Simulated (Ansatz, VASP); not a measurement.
# Two plane-wave programs on CaSe

```
CELL_PARAMETERS angstrom
0.00000 3.26382 3.26382
3.26382 0.00000 3.26382
3.26382 3.26382 0.00000
ATOMIC_POSITIONS crystal
Ca 0.00000 0.00000 0.00000
Se 0.25000 0.25000 0.25000
```

Change from the starting cell: hydrostatic strain -0.5%.

Alike in both runs: task single point; functional HSE06; k mesh 4 × 4 × 4; no spin polarisation.

```csv
,VASP,Ansatz
version,VASP 6.6.1,Ansatz 0.2.0
potentials or method,"VASP PAW PBE potentials, release 64 (Ca_sv, Se)","plane waves, PAW"
plane-wave cutoff (eV),520,420
occupations,"gaussian, width 0.01 eV",fixed
valence electrons in the cell,16,26
```

```tsv
	VASP	Ansatz	Ansatz less VASP
gap on the k mesh at the Fermi level (eV)	4.14	4.14	+0.002
pressure (GPa)	0.8	0.8	-0.03
```

The two sets of potentials don't hold the same shells in valence. Ansatz warned: «stress_exchange_threshold_loose».

Caveats: the PAW data sets were made with another functional, which shifts forces and pressure a little (VASP). A k mesh can miss the band edges.
